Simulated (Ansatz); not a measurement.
fcc against bcc along group 5

All numbers below come from DFT, RPBE, plane waves (420 eV) with PAW, scalar-relativistic (Ansatz 0.2.0). (PAW data from PBE, frozen cores regenerated.)

Each structure is relaxed within its symmetry, in the lowest magnetic state of the tried starts. Differences under about 8 meV lie within the error of the k-point mesh.

```
element  E(fcc) − E(bcc) (meV/atom)  V(fcc) (Å³/atom)  V(bcc) (Å³/atom)       state of fcc       state of bcc
      V                         231             14.26             13.81  spin not included  spin not included
     Nb                         313             19.12             18.44  spin not included  spin not included
     Ta                         225             19.16             18.64  spin not included  spin not included
```
